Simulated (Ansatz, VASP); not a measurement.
## BN in VASP and in Ansatz

Contents of INCAR:

```
SYSTEM = BN
  ALGO = Normal
  EDIFF = 1E-7
  ENCUT = 520
  GGA = PE
  ISIF = 2
  ISMEAR = 0
  LASPH = .True.
  LCHARG = .False.
  LREAL = .False.
  LWAVE = .False.
  NBANDS = 16
  NELM = 100
  PREC = Accurate
  SIGMA = 0.1
```

File KPOINTS:

```
k-points
0
Gamma
  12 12 4
  0 0 0
```

POSCAR

```
BN
1.0
    2.5639710000      0.0000000000      0.0000000000
   -1.2819850000      2.2204640000      0.0000000000
    0.0000000000      0.0000000000      4.1869460000
B N
2 2
Direct
    0.0000000000      0.0000000000      0.0000000000
    0.3333333300      0.6666666700      0.5000000000
    0.0000000000      0.0000000000      0.3750000000
    0.3333333300      0.6666666700      0.8750000000
```

Input for Ansatz:

```yaml
crystal:
  lattice:
    - [2.563971, 0.0, 0.0]
    - [-1.281985, 2.220464, 0.0]
    - [0.0, 0.0, 4.186946]
  atoms:
    - { symbol: B, position: [0.0, 0.0, 0.0] }
    - { symbol: "N", position: [0.0, 0.0, 0.375] }
    - { symbol: B, position: [0.33333333, 0.66666667, 0.5] }
    - { symbol: "N", position: [0.33333333, 0.66666667, 0.875] }
basis:
  ecutwfc: 420
kpoints:
  mp_grid: { grid: [12, 12, 4] }
hamiltonian:
  xc: pbe
scf:
  occupations: { method: gaussian, width: 0.1 }
output:
  forces: true
  stress: true
  eigenvalues: true
```

The cell was built by a generator and needn't be a form met in nature.

Alike in both runs: task single point; functional PBE; k mesh 12 × 12 × 4; occupations gaussian, width 0.1 eV; no spin polarisation.

```csv
,VASP,Ansatz
version,VASP 6.6.1,Ansatz 0.2.0
potentials or method,"VASP PAW PBE potentials, release 64 (B, N)","scalar-relativistic, plane waves, PAW"
plane-wave cutoff (eV),520,420
valence electrons in the cell,16,16
```

|  | VASP | Ansatz | Ansatz less VASP |
| --- | --- | --- | --- |
| gap on the k mesh at the Fermi level (eV) | 5.28 | 5.29 | +0.017 |
| least direct gap on the mesh (eV) | 8.19 | 8.20 | +0.007 |
| pressure (GPa) | 0.9 | 0.7 | -0.24 |
| largest component of the traceless stress (GPa) | 8.04 | 8.03 | -0.014 |
| rms of the force components (eV/Å) | 0.013 | 0.013 | +0.0002 |

With one functional, cell and mesh, what is left measures potentials, basis and numerics.

A k mesh can miss the band edges. Expect the measured gap to be larger: semilocal functionals such as PBE lack the derivative discontinuity.
